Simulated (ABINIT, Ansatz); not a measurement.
# Quasiparticle gap of SiC (Moissanite) in ABINIT

How does a plane-wave GW calculation on SiC (Moissanite) run from the first input to the gap?

Calculated with ABINIT 10.8.3; PBE and many-body steps on it, plane waves.

**The experiments to reproduce.**

- Gap 3 eV: optical absorption onset, approximate; UV-Vis-NIR transmission; bulk crystal (400 micron semi-insulating 6H-SiC wafer) (“Effects of energetic ion irradiation on WSe2/SiC heterostructures”, 2017, pmc:5482891).

- Gap 3.02 eV: band gap at cryogenic temperature; bulk crystal (literature value) (quoted in “Silicon carbide diodes for neutron detection”, 2020, arxiv:2009.14696).

- Gap 3.03 eV: indirect gap, experimental literature value; quoted from earlier experiment; bulk crystal (quoted in “Charge spill-out and work function of few-layer graphene on SiC(0001)”, 2018, arxiv:1806.04908).

Report form: the programs' logs are mostly left out.

### 1. The starting structure

It takes space group P6_3mc (No. 186, hexagonal). The conventional cell has a = 3.081 Å, b = 3.081 Å, c = 15.125 Å, α = 90.00°, β = 90.00°, γ = 120.00°. Nearest to Si lie 4 C at 1.88 to 1.90 Å. Si has 4 C at 1.89 Å nearest. Nearest to C lie 4 Si at 1.88 to 1.89 Å. Nearest to C lie 4 Si at 1.89 Å. C has 4 Si at 1.89 to 1.90 Å nearest. Farther neighbours are not listed.

The cell and positions come from the Crystallography Open Database and are kept as given unless a step says otherwise.

### 2. Ground state

This step: ABINIT 10.8.3; DFT, PBE, plane waves, norm-conserving pseudopotentials.

The ground-state density comes first.

run.abi reads:

```
acell 3*1.0 Angstrom
rprim 
  3.081000000023 -0.000000000005 0.000000000000
  -1.540500000007 2.668224269083 0.000000000000
  0.000000000000 0.000000000000 15.124800000000
ntypat 2
znucl 14 6
natom 12
typat 1 1 1 1 1 1 2 2 2 2 2 2
xred 
  0.000000000000 0.000000000000 0.000000000000
  0.000000000000 0.000000000000 0.500000000000
  0.333333333333 0.666666666667 0.166400000000
  0.666666666667 0.333333333333 0.666400000000
  0.666666666667 0.333333333333 0.332900000000
  0.333333333333 0.666666666667 0.832900000000
  0.333333333333 0.666666666667 0.041200000000
  0.666666666667 0.333333333333 0.541200000000
  0.666666666667 0.333333333333 0.208000000000
  0.333333333333 0.666666666667 0.708000000000
  0.000000000000 0.000000000000 0.374600000000
  0.000000000000 0.000000000000 0.874600000000
pp_dirpath "pseudos"
pseudos "Si.upf, C.upf"
ecut 37
ngkpt 6 6 2
nshiftk 1
shiftk 0 0 0
kptopt 1
chksymbreak 0
nband 34
occopt 1
tolvrs 1e-10
nstep 60
prtwf 0
optforces 0
optstress 0
indata_prefix "in"
outdata_prefix "out"
tmpdata_prefix "tmp"
```

Run with:

```console
OMP_NUM_THREADS=1 mpirun -n 8 abinit run.abi > log
```

It took 30 s on 8 MPI ranks of Arm Neoverse V2, shared host; peak memory 0.83 GiB.

Numbers from this step:

```yaml
total_energy: -1676.7154 eV
gap: 2.017 eV
k_of_the_valence_top: 0, 0, 0
k_of_the_conduction_bottom: 0.5, 0, 0
least_direct_gap: 3.123 eV
```

The gap is indirect, with the least direct gap 1.11 eV higher.

### 3. Bands along the symmetry lines

The cheap functional maps the bands first; the places of the edges decide which points the dearer methods must see.

run.abi, as its differences from that of step 2:

```diff
@@ -25,14 +25,53 @@
 ecut 37
-ngkpt 6 6 2
-nshiftk 1
-shiftk 0 0 0
-kptopt 1
-chksymbreak 0
-nband 34
-occopt 1
-tolvrs 1e-10
-nstep 60
+iscf -2
+irdden 1
+kptopt 0
+nkpt 39
+kpt 
+  0.00000000 0.00000000 0.00000000
+  0.12500000 0.00000000 0.00000000
+  0.25000000 0.00000000 0.00000000
+  0.37500000 0.00000000 0.00000000
+  0.50000000 0.00000000 0.00000000
+  0.45833333 0.08333333 0.00000000
+  0.41666666 0.16666666 0.00000000
+  0.37500000 0.25000000 0.00000000
+  0.33333333 0.33333333 0.00000000
+  0.25000000 0.25000000 0.00000000
+  0.16666666 0.16666666 0.00000000
+  0.08333333 0.08333333 0.00000000
+  0.00000000 0.00000000 0.00000000
+  0.00000000 0.00000000 0.12500000
+  0.00000000 0.00000000 0.25000000
+  0.00000000 0.00000000 0.37500000
+  0.00000000 0.00000000 0.50000000
+  0.12500000 0.00000000 0.50000000
+  0.25000000 0.00000000 0.50000000
+  0.37500000 0.00000000 0.50000000
+  0.50000000 0.00000000 0.50000000
+  0.45833333 0.08333333 0.50000000
+  0.41666666 0.16666666 0.50000000
+  0.37500000 0.25000000 0.50000000
+  0.33333333 0.33333333 0.50000000
+  0.25000000 0.25000000 0.50000000
+  0.16666666 0.16666666 0.50000000
+  0.08333333 0.08333333 0.50000000
+  0.00000000 0.00000000 0.50000000
+  0.50000000 0.00000000 0.50000000
+  0.50000000 0.00000000 0.37500000
+  0.50000000 0.00000000 0.25000000
+  0.50000000 0.00000000 0.12500000
+  0.50000000 0.00000000 0.00000000
+  0.33333333 0.33333333 0.50000000
+  0.33333333 0.33333333 0.37500000
+  0.33333333 0.33333333 0.25000000
+  0.33333333 0.33333333 0.12500000
+  0.33333333 0.33333333 0.00000000
+istwfk *1
+nband 31
+nbdbuf 2
+tolwfr 1e-08
+nstep 40
 prtwf 0
-optforces 0
-optstress 0
+prtvol 0
 indata_prefix "in"
```

The job ended after 34 s (8 MPI ranks; peak memory 0.77 GiB; 4.5 min of CPU time).

Numbers from this step:

* gap: 2.012 eV
* k of the valence top: 0, 0, 0
* k of the conduction bottom: 0.5, 0, 0.25
* least direct gap: 3.123 eV

The gap is 2.012 eV, −0.005 eV from the run before at this level.

Electronic bands along the path, in eV, zero at the top of the highest filled band:

```
    point  band 21  band 22  band 23  band 24  band 25  band 26  band 27  band 28
        Γ    -0.29    -0.04     0.00     0.00     5.16     5.34     5.74     6.25
  halfway    -1.17    -1.09    -0.70    -0.54     3.67     3.89     4.38     5.01
        M    -1.84    -1.76    -1.66    -1.11     2.02     2.21     3.23     3.89
  halfway    -2.44    -2.22    -2.00    -1.77     2.85     3.50     4.51     4.92
        K    -3.14    -2.21    -2.08    -2.08     3.49     3.49     3.75     5.04
  halfway    -1.78    -1.73    -1.30    -0.72     4.79     4.86     4.97     5.06
        Γ    -0.29    -0.04     0.00     0.00     5.16     5.34     5.74     6.25
  halfway    -0.20    -0.20    -0.02    -0.02     5.18     5.30     5.81     6.15
        A    -0.09    -0.09    -0.09    -0.09     5.23     5.23     5.97     5.97
  halfway    -1.00    -1.00    -0.71    -0.71     3.77     3.77     4.73     4.73
        L    -1.72    -1.72    -1.31    -1.31     2.06     2.06     3.45     3.45
  halfway    -2.68    -2.68    -1.67    -1.67     3.20     3.20     4.48     4.48
        H    -2.63    -2.63    -2.27    -2.27     3.68     3.68     4.32     4.32
  halfway    -1.96    -1.96    -0.85    -0.85     4.74     4.74     5.12     5.12
        A    -0.09    -0.09    -0.09    -0.09     5.23     5.23     5.97     5.97
jump to L    -1.72    -1.72    -1.31    -1.31     2.06     2.06     3.45     3.45
  halfway    -2.00    -1.64    -1.53    -1.16     2.01     2.16     3.29     3.68
        M    -1.84    -1.76    -1.66    -1.11     2.02     2.21     3.23     3.89
jump to H    -2.63    -2.63    -2.27    -2.27     3.68     3.68     4.32     4.32
  halfway    -2.97    -2.33    -2.16    -2.16     3.58     3.58     3.91     4.80
        K    -3.14    -2.21    -2.08    -2.08     3.49     3.49     3.75     5.04
```

### 4. Empty states on the mesh, 6×6×1 mesh, 653 bands

The sums over transitions need many empty states on a uniform mesh; this step solves for them.

run.abi reads:

```
acell 3*1.0 Angstrom
rprim 
  3.081000000023 -0.000000000005 0.000000000000
  -1.540500000007 2.668224269083 0.000000000000
  0.000000000000 0.000000000000 15.124800000000
ntypat 2
znucl 14 6
natom 12
typat 1 1 1 1 1 1 2 2 2 2 2 2
xred 
  0.000000000000 0.000000000000 0.000000000000
  0.000000000000 0.000000000000 0.500000000000
  0.333333333333 0.666666666667 0.166400000000
  0.666666666667 0.333333333333 0.666400000000
  0.666666666667 0.333333333333 0.332900000000
  0.333333333333 0.666666666667 0.832900000000
  0.333333333333 0.666666666667 0.041200000000
  0.666666666667 0.333333333333 0.541200000000
  0.666666666667 0.333333333333 0.208000000000
  0.333333333333 0.666666666667 0.708000000000
  0.000000000000 0.000000000000 0.374600000000
  0.000000000000 0.000000000000 0.874600000000
pp_dirpath "pseudos"
pseudos "Si.upf, C.upf"
ecut 37
ngkpt 6 6 1
nshiftk 1
shiftk 0 0 0
kptopt 1
chksymbreak 0
iscf -2
irdden 1
istwfk *1
nband 653
nbdbuf 58
tolwfr 1e-09
nstep 60
prtvol 0
indata_prefix "in"
outdata_prefix "out"
tmpdata_prefix "tmp"
```

It took 9 min on 8 MPI ranks; peak memory 1.7 GiB.

Numbers from this step:

```
gap                                                           : 2.017 eV
k of the valence top                                          : 0, 0, 0
k of the conduction bottom                                    : 0.5, 0, 0
least direct gap                                              : 3.123 eV
k points computed                                             : 7
lowest point of the top converged band, above the valence top : 144.1210 eV
```

On this mesh the gap is 2.017 eV.

### 5. Screening, 6×6×1 mesh, 595 bands, screening to 217.7 eV

The RPA dielectric matrix is built and inverted for each q.

This step: RPA screening on PBE, plane waves, norm-conserving pseudopotentials.

run.abi, as its differences from that of step 4:

```diff
@@ -30,10 +30,11 @@
 chksymbreak 0
-iscf -2
-irdden 1
 istwfk *1
-nband 653
-nbdbuf 58
-tolwfr 1e-09
-nstep 60
-prtvol 0
+occopt 1
+irdwfk 1
+optdriver 3
+nband 595
+ecuteps 8
+inclvkb 2
+awtr 1
+symchi 1
 indata_prefix "in"
```

The job ended after 14 min (8 MPI ranks; peak memory 8.4 GiB).

Numbers from this step:

```
ε∞ with local fields, on this mesh, along the program's q direction : 6.971
the same without local fields                                       : 7.628
plasma frequency                                                    : 23.07 eV
plane waves in the screening matrix                                 : 937
```

Local fields lower ε∞ by 9 %. On a Γ-centred mesh this coarse the value itself is usually too large, while a short band sum pulls it down.

### 6. Self-energy, 6×6×1 mesh, 595 bands, screening to 217.7 eV

The self-energy is evaluated for the states that the input lists, and the levels follow from it, in one-shot runs by the linearised quasiparticle equation.

This step: G0W0 on PBE, plane waves, norm-conserving pseudopotentials.

run.abi, as its differences from that of step 5:

```diff
@@ -33,8 +33,17 @@
 irdwfk 1
-optdriver 3
+optdriver 4
 nband 595
+gwcalctyp 0
+ecutsigx 37
+symsigma 1
+nkptgw 2
+kptgw 
+  0.0000000000 0.0000000000 0.0000000000
+  0.5000000000 0.0000000000 0.0000000000
+bdgw 
+  23 26
+  23 26
 ecuteps 8
-inclvkb 2
-awtr 1
-symchi 1
+irdscr 1
+ppmodel 1
 indata_prefix "in"
```

It took 3.5 min on 8 MPI ranks; peak memory 8.9 GiB.

Numbers from this step:

```
G0W0 gap on the points computed              : 2.762 eV
starting gap on the mesh                     : 2.017 eV
k of the valence top                         : 0, 0, 0
k of the conduction bottom                   : 0.5, 0, 0
Z at the valence top                         : 0.792
Z at the conduction bottom                   : 0.816
least direct G0W0 gap on the computed points : 4.001 eV
```

The gap on the mesh goes from 2.02 eV to 2.76 eV, a correction of +0.75 eV.

Limits: finite bands, cutoff and mesh; coarse k mesh. v1 is the top filled band, c1 the lowest empty one. Levels before and after the correction, in eV, zero at the valence-band top of each column:

|  | conduction bottom | valence top |
| --- | --- | --- |
| Kohn-Sham | 2.02 | 0.00 |
| G0W0 | 2.76 | 0.00 |

```csv
,level,energy (eV)
Kohn-Sham,Γ v2-v1,0.000
Kohn-Sham,Γ c1,5.164
Kohn-Sham,Γ c2,5.336
Kohn-Sham,(0.5 0 0) v2,-1.662
Kohn-Sham,(0.5 0 0) v1,-1.106
Kohn-Sham,(0.5 0 0) c1,2.017
Kohn-Sham,(0.5 0 0) c2,2.207
G0W0,Γ v2-v1,0.000
G0W0,Γ c1,6.061
G0W0,Γ c2,6.227
G0W0,(0.5 0 0) v2,-1.821
G0W0,(0.5 0 0) v1,-1.239
G0W0,(0.5 0 0) c1,2.762
G0W0,(0.5 0 0) c2,2.956
```

### 7. Where the time went

Times are wall times on 8 MPI ranks of Arm Neoverse V2, shared host, good to a factor of about two.

```
                          step     time  share  memory (GiB)
                  ground state     30 s    2 %          0.83
bands along the symmetry lines     34 s    2 %          0.77
      empty states on the mesh    9 min   32 %           1.7
                     screening   14 min   51 %           8.4
                   self-energy  3.5 min   13 %           8.9
```

### 8. Outcome

```
PBE gap              : 2.01 eV, indirect
G0W0 gap on the mesh : 2.76 eV
GW settings          : 6×6×1 mesh, 595 bands, screening to 217.7 eV, Godby-Needs plasmon pole
known limits         : not at the basis limit; coarse k mesh
```

What this shows: G0W0 moves the gap on the mesh from 2.02 eV to 2.76 eV (+0.75 eV), with Z of 0.79 and 0.82 at the edges. Local fields lower the RPA ε∞ on this mesh from 7.63 to 6.97; a Γ-centred mesh this coarse tends to raise both, most where the direct gap is narrow, while a short band sum lowers them. Only 2 of the mesh's irreducible points were corrected, so a valley elsewhere could overtake. The dearest step here is «screening». Against experiment, by G0W0@PBE: the gap of 2.76 eV lies −0.24 eV from the measured 3 eV (optical, 2017); the gap of 2.76 eV lies −0.26 eV from the measured 3.02 eV (kind not stated, quoted 2020); the gap of 2.76 eV lies −0.27 eV from the measured 3.03 eV (indirect, quoted 2018). An exciton line or allowed optical edge lies below the quasiparticle gap by the binding energy; a forbidden edge can push the onset above it. The calculation has static nuclei and no excitons; a measured gap holds zero-point and thermal motion, which mostly lowers it. Bands and cutoff are finite, so the gap is not at the basis limit. The miss can reach some tenths of an eV and take either sign; the mesh is an error of its own. In the G0W0 run levels were corrected at 2 k points alone, so a gap called «on the mesh» is the least over those, and an edge elsewhere would be missed. The 6×6×1 mesh is coarse for this cell, which bears on the long-range parts of exchange and screening.

[Paths, hosts, dates, memory and timing lines, banners, echoed tables and standing remarks are left out of the program output.]

[Logs are printed without paths, hosts, clocks, repeated set-up lines and the standing remarks that a program may print on its own settings, such as how far it seeks lower states.]

[Runs of the session that timed out or met a known fault of the program may be left out.]

[Hosts, paths, dates, database ids (printed as entryN), source tags and the programs' standing remarks are cut or masked in the printed files.]

[G0W0 gaps are taken among the corrected bands and points alone; a level outside them can change the order at an edge.]

[Where Ansatz stands beside ABINIT at settings called matched, ABINIT's density can come from a denser mesh and the files from another edition; pairs whose starting gaps differed by over 0.03 eV were left out, so agreement reads better than it is.]
